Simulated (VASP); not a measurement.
# Si (Fd-3m) in VASP: settings compared

Aim: see how the results for Si move with the level of theory and the settings. Levels: PBE, LDA, r2SCAN. Tasks: relaxation of cell and atoms.

Everything below comes from runs of VASP 6.6.1. Logs are shortened: lines on timing, memory, paths and dates and some standing lists are left out, and cuts for length are marked.

**1. The structure**

Symmetry: Fd-3m, No. 227, cubic system. Conventional cell: a = 5.450 Å, b = 5.450 Å, c = 5.450 Å, α = 90.00°, β = 90.00°, γ = 90.00°. Si (site symmetry -43m) has 4 Si at 2.36 Å as nearest neighbours.

**2. Relaxation of cell and atoms, PBE**

INCAR

```
PREC = Accurate
ENCUT = 400
EDIFF = 1E-7
ISMEAR = 0
SIGMA = 0.01
LREAL = F
LASPH = T
NELM = 80
ALGO = Fast
ISIF = 3
LWAVE = F
LCHARG = F
GGA = PE
IBRION = 2
NSW = 60
EDIFFG = -0.02
```

KPOINTS

```
regular mesh
0
Gamma
  12 12 12
```

POSCAR

```
Si
1.0
    0.0000000000      2.7250000000      2.7250000000
    2.7250000000      0.0000000000      2.7250000000
    2.7250000000      2.7250000000      0.0000000000
Si
2
Direct
    0.0000000000      0.0000000000      0.0000000000
    0.2500000000      0.2500000000      0.2500000000
```

Potentials or basis: VASP PAW PBE potentials, release 64 (Si).

The run is started by

```bash
> cat potpaw_PBE.64/Si/POTCAR > POTCAR
> mpirun -np 1 vasp_std > vasp.out
```

OUTCAR:

```text
PREC = Accurate
   ENCUT = 400
   EDIFF = 1E-7
   ISMEAR = 0
   LREAL = F
   LASPH = T
   NELM = 80
   ISIF = 3
   GGA = PE
   IBRION = 2
   NSW = 60
   EDIFFG = -0.02

 ion  position               nearest neighbor table
   1  0.000  0.000  0.000-   2 2.36   2 2.36   2 2.36   2 2.36
   2  0.250  0.250  0.250-   1 2.36   1 2.36   1 2.36   1 2.36

  LATTYP: Found a face centered cubic cell.
 ALAT       =     5.4500000000

  Lattice vectors:

 A1 = (   0.0000000000,   2.7250000000,   2.7250000000)
 A2 = (   2.7250000000,   0.0000000000,   2.7250000000)
 A3 = (   2.7250000000,   2.7250000000,   0.0000000000)

Analysis of symmetry for initial positions (statically):
=====================================================================
 Subroutine PRICEL returns:
 Original cell was already a primitive cell.

 Routine SETGRP: Setting up the symmetry group for a
 face centered cubic supercell.

 Subroutine GETGRP returns: Found 48 space group operations
 (whereof 24 operations were pure point group operations)
 out of a pool of 48 trial point group operations.

The static configuration has the point symmetry T_d .
 The point group associated with its full space group is O_h .

Analysis of symmetry for dynamics (positions and initial velocities):
=====================================================================
 Subroutine PRICEL returns:
 Original cell was already a primitive cell.

 Routine SETGRP: Setting up the symmetry group for a
 face centered cubic supercell.

 Subroutine GETGRP returns: Found 48 space group operations
 (whereof 24 operations were pure point group operations)
 out of a pool of 48 trial point group operations.

The dynamic configuration has the point symmetry T_d .
 The point group associated with its full space group is O_h .

 Subroutine INISYM returns: Found 48 space group operations
 (whereof 24 operations are pure point group operations),
 and found     1 'primitive' translations

----------------------------------------------------------------------------------------

                                     Primitive cell

  volume of cell :      40.4697

  direct lattice vectors                    reciprocal lattice vectors
     0.000000000  2.725000000  2.725000000    -0.183486239  0.183486239  0.183486239
     2.725000000  0.000000000  2.725000000     0.183486239 -0.183486239  0.183486239
     2.725000000  2.725000000  0.000000000     0.183486239  0.183486239 -0.183486239

  length of vectors
     3.853731957  3.853731957  3.853731957     0.317807488  0.317807488  0.317807488

  position of ions in fractional coordinates (direct lattice)
     0.000000000  0.000000000  0.000000000
     0.250000000  0.250000000  0.250000000

  ion indices of the primitive-cell ions
   primitive index   ion index
                 1           1
                 2           2

----------------------------------------------------------------------------------------

 KPOINTS: regular mesh

Automatic generation of k-mesh.
 Grid dimensions read from file:
 generate k-points for:   12   12   12

 Generating k-lattice:

  Cartesian coordinates                     Fractional coordinates (reciprocal lattice)
    -0.015290520  0.015290520  0.015290520     0.083333333  0.000000000  0.000000000
     0.015290520 -0.015290520  0.015290520     0.000000000  0.083333333  0.000000000
     0.015290520  0.015290520 -0.015290520     0.000000000  0.000000000  0.083333333

  Length of vectors
     0.026483957  0.026483957  0.026483957

  Shift w.r.t. Gamma in fractional coordinates (k-lattice)
     0.000000000  0.000000000  0.000000000

 Subroutine IBZKPT returns following result:
 ===========================================

 Found     72 irreducible k-points:

 Following reciprocal coordinates:
            Coordinates               Weight
  0.000000  0.000000  0.000000      1.000000
  0.083333  0.000000  0.000000      8.000000
  0.166667  0.000000  0.000000      8.000000
  0.250000  0.000000  0.000000      8.000000
  0.333333  0.000000  0.000000      8.000000
  0.416667  0.000000  0.000000      8.000000
[... 16 lines left out ...]
  0.500000  0.166667  0.000000     24.000000
 -0.416667  0.166667  0.000000     24.000000
 [... further k-points ...]
   k-points           NKPTS =     72   k-points in BZ     NKDIM =     72   number of bands    NBANDS=      8
   number of dos      NEDOS =    301   number of ions     NIONS =      2
   total plane-waves  NPLWV =  21952
   dimension x,y,z NGX =    28 NGY =   28 NGZ =   28
   dimension x,y,z NGXF=    56 NGYF=   56 NGZF=   56
   ions per type =               2
   NGX,Y,Z   is equivalent  to a cutoff of  12.08, 12.08, 12.08 a.u.
   NGXF,Y,Z  is equivalent  to a cutoff of  24.16, 24.16, 24.16 a.u.
 SYSTEM =  unknown system
   PREC   = accura    normal or accurate (medium, high low for compatibility)
   ISTART =      0    job   : 0-new  1-cont  2-samecut
   ICHARG =      2    charge: 1-file 2-atom 10-const
   ISPIN  =      1    spin polarized calculation?
   LNONCOLLINEAR =      F non collinear calculations
   LSORBIT =      F    spin-orbit coupling
   LASPH  =      T    aspherical Exc in radial PAW
   ENCUT  =  400.0 eV  29.40 Ry    5.42 a.u.   6.28  6.28  6.28*2*pi/ulx,y,z
   NELM   =     80;   NELMIN=  2; NELMDL= -5     # of ELM steps
   EDIFF  = 0.1E-06   stopping-criterion for ELM
   LREAL  =      F    real-space projection
   EDIFFG = -.2E-01   stopping-criterion for IOM
   NSW    =     60    number of steps for IOM
   IBRION =      2    ionic relax: 0-MD 1-quasi-New 2-CG
   NFREE  =      1    steps in history (QN), initial steepest desc. (CG)
   ISIF   =      3    stress and relaxation
   ISYM   =      2    0-nonsym 1-usesym 2-fastsym
   POTIM  = 0.5000    time-step for ionic-motion
   TEBEG  =    0.0;   TEEND  =   0.0 temperature during run
   PSTRESS=    0.0 pullay stress
   NELECT =       8.0000    total number of electrons
   NUPDOWN=      -1.0000    fix difference up-down
   EMIN   =  10.00;   EMAX   =-10.00  energy-range for DOS
   EFERMI =   0.00;   METHOD = LEGACY
   ISMEAR =     0;   SIGMA  =   0.01  broadening in eV -4-tet -1-fermi 0-gaus
   EFERMI_NEDOS =   21; number of points for ismear=-14 and -15
   IALGO  =     68    algorithm
   IMIX   =      4    mixing-type and parameters
     AMIX     =   0.40;   BMIX     =  1.00
     AMIX_MAG =   1.60;   BMIX_MAG =  1.00
  volume/ion in A,a.u.               =      20.23       136.55
  Fermi-wavevector in a.u.,A,eV,Ry     =   0.953663  1.802162 12.374136  0.909473
  Thomas-Fermi vector in A             =   2.082339
   LORBIT       =      0    0 simple, 1 ext, 2 COOP (PROOUT), +10 PAW based schemes
   GGA     = PE    functional components
   LHFCALC =     F    Hartree Fock is set to
   AEXX    =    0.0000 exact exchange contribution
   IVDW    =     0    specifies the selected vdW correction
   LEPSILON=     F    determine dielectric tensor
   LRPA    =     F    only Hartree local field effects (RPA)
 conjugate gradient relaxation of ions
 non-spin polarized calculation
 RMM-DIIS sequential band-by-band and
 Gauss-broadening in eV      SIGMA  =   0.01
  energy-cutoff  :      400.00
  volume of cell :       40.47
 maximum number of plane-waves:       754
 NGX is ok and might be reduce to    28
   NGX = 13   NGY = 13   NGZ = 13

--------------------------------------- Ionic step        1  -------------------------------------------

 number of electron       8.0000000 magnetization

 Free energy of the ion-electron system (eV)
  ---------------------------------------------------
  ext. energy  EPLUGINS =         0.00000000
  ---------------------------------------------------
  free energy    TOTEN  =       -10.84834787 eV

  energy without entropy =      -10.84834787  energy(sigma->0) =      -10.84834787

------------------------ aborting loop because EDIFF is reached ----------------------------------------

  FORCE on cell =-STRESS in cart. coord.  units (eV):
  Direction    XX          YY          ZZ          XY          YZ          ZX
  --------------------------------------------------------------------------------------
  -------------------------------------------------------------------------------------
  Total        0.2332077      0.2332077      0.2332077     -0.0000000     -0.0000000     -0.0000000
  in kB        9.2325981      9.2325981      9.2325981     -0.0000000     -0.0000000     -0.0000000
  external PRESSURE =       9.2325981 kB  Pullay stress =       0.0000000 kB
[... 57 lines left out ...]
  energy  without entropy=      -10.8490030132  energy(sigma->0) =      -10.84900301

--------------------------------------- Ionic step        3  -------------------------------------------

 number of electron       8.0000000 magnetization

 Free energy of the ion-electron system (eV)
  ---------------------------------------------------
  ext. energy  EPLUGINS =         0.00000000
  ---------------------------------------------------
  free energy    TOTEN  =       -10.84951501 eV

  energy without entropy =      -10.84951501  energy(sigma->0) =      -10.84951501

 E-fermi :   5.7213     XC(G=0):  -9.3283

 val. band max:        5.6180895867   @ k =   0.0000   0.0000   0.0000
 cond. band min:       6.2282119166   @ k =   0.4167   0.4167   0.0000
 fundamental gap:      0.6101223299
 Fermi energy:         5.7213291274

 k-point     1 :       0.0000    0.0000    0.0000
  band No.  band energies     occupation
      1      -6.1981      2.00000
      2       5.6181      2.00000
      3       5.6181      2.00000
      4       5.6181      2.00000
      5       8.1754      0.00000
      6       8.1754      0.00000
      7       8.1754      0.00000
      8       8.7541      0.00000
[... 243 lines left out ...]
 k-point    24 :      -0.4167    0.1667    0.0000
  band No.  band energies     occupation
      1      -3.6487      2.00000
      2      -1.0616      2.00000
      3       2.6780      2.00000
      4       4.0565      2.00000
      5       7.7939      0.00000
      6       9.6403      0.00000
      7      10.0015      0.00000
      8      13.5167      0.00000

 [... further k-points ...]

------------------------ aborting loop because EDIFF is reached ----------------------------------------

  FORCE on cell =-STRESS in cart. coord.  units (eV):
  Direction    XX          YY          ZZ          XY          YZ          ZX
  --------------------------------------------------------------------------------------
  -------------------------------------------------------------------------------------
  Total        0.0016714      0.0016714      0.0016714      0.0000000      0.0000000     -0.0000000
  in kB        0.0655046      0.0655046      0.0655046      0.0000000      0.0000000     -0.0000000
  external PRESSURE =       0.0655046 kB  Pullay stress =       0.0000000 kB
[... 17 lines left out ...]
  FREE ENERGIE OF THE ION-ELECTRON SYSTEM (eV)
  ---------------------------------------------------
  free  energy   TOTEN  =       -10.8495150105 eV

  energy  without entropy=      -10.8495150105  energy(sigma->0) =      -10.84951501

 reached required accuracy - stopping structural energy minimisation
```

Wall time 24 s (1 thread of Intel Xeon Platinum 8488C (Sapphire Rapids), shared host); peak memory 0.15 GiB.

What came out:

```
Free energy                            : -10.8495 eV
Relaxed volume                         : 20.44 Å³/atom
Relaxed cell                           : a = 3.867 Å, b = 3.867 Å, c = 3.867 Å, α = 60.00°, β = 60.00°, γ = 60.00°
Space group after relaxing (to 0.05 Å) : Fd-3m (No. 227)
Energy gained by relaxing              : 0.6 meV/atom
Ionic steps                            : 3
Pressure after relaxing                : 0.0 GPa
Band gap on the k mesh                 : 0.61 eV, indirect (least direct gap 2.56 eV)
```

Step by step:
```tsv
step	energy change (eV)	largest force (eV/Å)	pressure (GPa)	volume (Å³)
1	0.0000	0.0000	0.92	40.47
2	-0.0007	0.0000	-0.59	41.16
3	-0.0012	0.0000	0.01	40.88
```

Final structure:
```yaml
crystal:
  lattice:
    - [0.00000, 2.73417, 2.73417]
    - [2.73417, 0.00000, 2.73417]
    - [2.73417, 2.73417, 0.00000]
  atoms:
    - { symbol: Si, position: [0.00000, 0.00000, 0.00000] }
    - { symbol: Si, position: [0.25000, 0.25000, 0.25000] }
```

A k mesh can miss the band edges. PBE gaps usually lie below the measured ones, often by a third to a half.

**3. Relaxation of cell and atoms, LDA**

Edit INCAR of step 2 so:

```diff
@@ -12,3 +12,2 @@
 LCHARG = F
-GGA = PE
 IBRION = 2
```

KPOINTS is that of step 2.

POSCAR is that of step 2.

Potentials or basis: VASP PAW LDA potentials, release 64 (Si).

The run is started by

```bash
> cat potpaw_LDA.64/Si/POTCAR > POTCAR
> mpirun -np 1 vasp_std > vasp.out
```

Wall time 22 s (1 thread of Intel Xeon Platinum 8488C (Sapphire Rapids), shared host); peak memory 0.14 GiB.

It converged, with:

* Free energy: -11.9195 eV
* Relaxed volume: 19.71 Å³/atom
* Relaxed cell: a = 3.820 Å, b = 3.820 Å, c = 3.820 Å, α = 60.00°, β = 60.00°, γ = 60.00°
* Space group after relaxing (to 0.05 Å): Fd-3m (No. 227)
* Energy gained by relaxing: 4.0 meV/atom
* Ionic steps: 3
* Pressure after relaxing: 0.0 GPa
* Band gap on the k mesh: 0.44 eV, indirect (least direct gap 2.53 eV)

Step by step:
| step | energy change (eV) | largest force (eV/Å) | pressure (GPa) | volume (Å³) |
| --- | --- | --- | --- | --- |
| 1 | 0.0000 | 0.0000 | -2.39 | 40.47 |
| 2 | -0.0041 | 0.0000 | 1.81 | 38.73 |
| 3 | -0.0080 | 0.0000 | -0.01 | 39.43 |

Final structure:
```cif
data_structure
_symmetry_space_group_name_H-M 'P 1'
_symmetry_Int_Tables_number 1
_cell_length_a 3.8204
_cell_length_b 3.8204
_cell_length_c 3.8204
_cell_angle_alpha 60.000
_cell_angle_beta 60.000
_cell_angle_gamma 60.000
_cell_volume 39.43
loop_
_atom_site_label
_atom_site_type_symbol
_atom_site_fract_x
_atom_site_fract_y
_atom_site_fract_z
_atom_site_occupancy
Si1 Si 0.00000 0.00000 0.00000 1
Si2 Si 0.25000 0.25000 0.25000 1
```

Levels at points of the mesh, in eV from the valence-band top:
```csv
k point,band 1,band 2,band 3,band 4,band 5,band 6,band 7,band 8
"(0.00, 0.00, 0.00)",-12.06,0.00,0.00,0.00,2.53,2.53,2.53,3.39
"(0.50, 0.00, 0.00)",-9.69,-7.06,-1.21,-1.21,1.48,3.29,3.29,7.54
"(0.50, 0.50, 0.00)",-7.86,-7.86,-2.89,-2.89,0.58,0.58,10.11,10.11
```

**4. Relaxation of cell and atoms, r2SCAN**

Edit INCAR of step 3 so:

```diff
@@ -8,3 +8,3 @@
 NELM = 80
-ALGO = Fast
+ALGO = Normal
 ISIF = 3
@@ -12,2 +12,4 @@
 LCHARG = F
+METAGGA = R2SCAN
+LMIXTAU = T
 IBRION = 2
```

KPOINTS is that of step 3.

POSCAR is that of step 3.

Potentials or basis: VASP PAW PBE potentials, release 64 (Si).

The run is started by

```bash
> cat potpaw_PBE.64/Si/POTCAR > POTCAR
> mpirun -np 1 vasp_std > vasp.out
```

Run time: 1.9 min. Hardware: 1 thread of Intel Xeon Platinum 8488C (Sapphire Rapids), shared host; peak memory 0.16 GiB.

The run converged. Its results:

- Free energy: -17.5511 eV
- Relaxed volume: 20.12 Å³/atom
- Relaxed cell: a = 3.846 Å, b = 3.846 Å, c = 3.846 Å, α = 60.00°, β = 60.00°, γ = 60.00°
- Space group after relaxing (to 0.05 Å): Fd-3m (No. 227)
- Energy gained by relaxing: 0.2 meV/atom
- Ionic steps: 3
- Pressure after relaxing: 0.0 GPa
- Band gap on the k mesh: 0.78 eV, indirect (least direct gap 2.76 eV)

Step by step:
```
step  energy change (eV)  largest force (eV/Å)  pressure (GPa)  volume (Å³)
   1              0.0000                0.0000           -0.54        40.47
   2             -0.0002                0.0000            0.42        40.07
   3             -0.0004                0.0000            0.01        40.24
```

Final structure:
```
Si
1.0
     0.00000    2.71980    2.71980
     2.71980    0.00000    2.71980
     2.71980    2.71980    0.00000
Si
2
Direct
  0.00000 0.00000 0.00000
  0.25000 0.25000 0.25000
```

Levels at points of the mesh, in eV from the valence-band top:
```
           k point  band 1  band 2  band 3  band 4  band 5  band 6  band 7  band 8
(0.00, 0.00, 0.00)  -12.49    0.00    0.00    0.00    2.76    2.76    2.76    3.93
(0.50, 0.00, 0.00)  -10.05   -7.24   -1.27   -1.27    1.87    3.59    3.59    8.33
(0.50, 0.50, 0.00)   -8.14   -8.14   -3.00   -3.00    0.93    0.93   10.84   10.84
```

Caveat: the PAW data sets were made with another functional, which shifts forces and pressure a little. r2SCAN opens gaps a little over a GGA but as a rule still falls short of measured ones.

**5. Overview**

| level | potentials or basis | gap on the mesh (eV) | pressure (GPa) | relaxed volume (Å³/atom) |
| --- | --- | --- | --- | --- |
| PBE | VASP PAW PBE potentials, release 64 (Si) | 0.61 | 0.0 | 20.44 |
| LDA | VASP PAW LDA potentials, release 64 (Si) | 0.44 | 0.0 | 19.71 |
| r2SCAN | VASP PAW PBE potentials, release 64 (Si) | 0.78 | 0.0 | 20.12 |

Alike in all rows: task relaxation of cell and atoms; no spin polarisation; cell relaxed; k mesh 12 × 12 × 12; cutoff (eV) 400; smearing gaussian 0.01 eV.

Caveats: the PAW data sets were made with another functional, which shifts forces and pressure a little (some runs).

Total energies depend on the potentials used, so only differences within one code and one set of settings carry meaning.
